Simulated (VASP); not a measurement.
Write the native input for VASP 6.6.1 that does the following.

- Task: single point
- Functional: PBE
- Potentials or basis: VASP PAW PBE potentials, release 64 (Ir)
- Cutoff: 520 eV
- k mesh: 18 × 18 × 18
- Occupations: gaussian, width 0.1 eV
- Spin: no spin polarisation
- Further INCAR settings: ALGO = Fast; EDIFF = 1e-07

The structure of Ir lies in POSCAR:

```
Ir                                      
1.0
    0.0000000000      1.9741473396      1.9741473396
    1.9741473396      0.0000000000      1.9741473396
    1.9741473396      1.9741473396      0.0000000000
  Ir            
     1
Direct
     0.0000000000000000    0.0000000000000000    0.0000000000000000
```

The cell isn't the ideal one: a relaxed cell with its volume scaled by 1.06.

These files were run (other wordings do the same):

INCAR

```
PREC = Accurate
ENCUT = 520
EDIFF = 1E-7
ISMEAR = 0
SIGMA = 0.1
LREAL = False
LASPH = True
NELM = 100
ALGO = Fast
ISIF = 2
LWAVE = False
LCHARG = False
GGA = PE
```

KPOINTS

```
regular mesh
0
Gamma
  18 18 18
```

Potentials or basis: VASP PAW PBE potentials, release 64 (Ir).

Command:

```bash
$ cat potpaw_PBE.64/Ir/POTCAR > POTCAR
$ mpirun -np 1 vasp_std > vasp.out
```

Results of the run:

```yaml
Pressure: -17.5 GPa
Band_gap_on_the_k_mesh: none (metal or under the smearing width)
```

Caveat: so large a pressure means that the cell lies far from this level's equilibrium, or that cutoff or potentials fall short.

Run time: 17 s on 1 thread of Intel(R) Xeon(R) 6975P-C (Granite Rapids) (shared host), peak memory 0.16 GiB.
